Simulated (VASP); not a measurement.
Li:

```
Li
1.0
     3.11100    0.00000    0.00000
    -1.55550    2.69421    0.00000
     0.00000    0.00000    5.09300
Li
2
Direct
  0.66667 0.33333 0.75000
  0.33333 0.66667 0.25000
```

This isn't the form of Li at room conditions, which is bcc.

| Quantity | Value |
| --- | --- |
| Program | VASP 6.6.1 |
| Task | single point |
| Functional | PBE |
| Potentials or basis | VASP PAW PBE potentials, release 64 (Li_sv) |
| Cutoff | 520 eV |
| k mesh | 10 × 10 × 5 |
| Occupations | fermi-dirac, width 0.05 eV |
| Spin | no spin polarisation |

On this cell: largest force under 0.003 eV/Å; band gap on the k mesh none (metal or under the smearing width).

The same run follows on a disturbed copy (atoms moved at random, drawn with an rms of 0.05 Å):

```xyz
2
Lattice="3.1110 0.0000 0.0000 -1.5555 2.6942 0.0000 0.0000 0.0000 5.0930" Properties=species:S:1:pos:R:3 pbc="T T T"
Li    1.5536    0.9073    3.8469
Li   -0.0150    1.8090    1.2511
```

Problem. What does the disturbed cell give?

Solution. The energy (extrapolated to zero smearing) moves by +0.7 meV/atom; largest force 0.056 eV/Å; band gap on the k mesh none (metal or under the smearing width).

Forces on the atoms (eV/Å):
```
Li  -0.002  0.001 -0.055
Li   0.002 -0.001  0.055
```
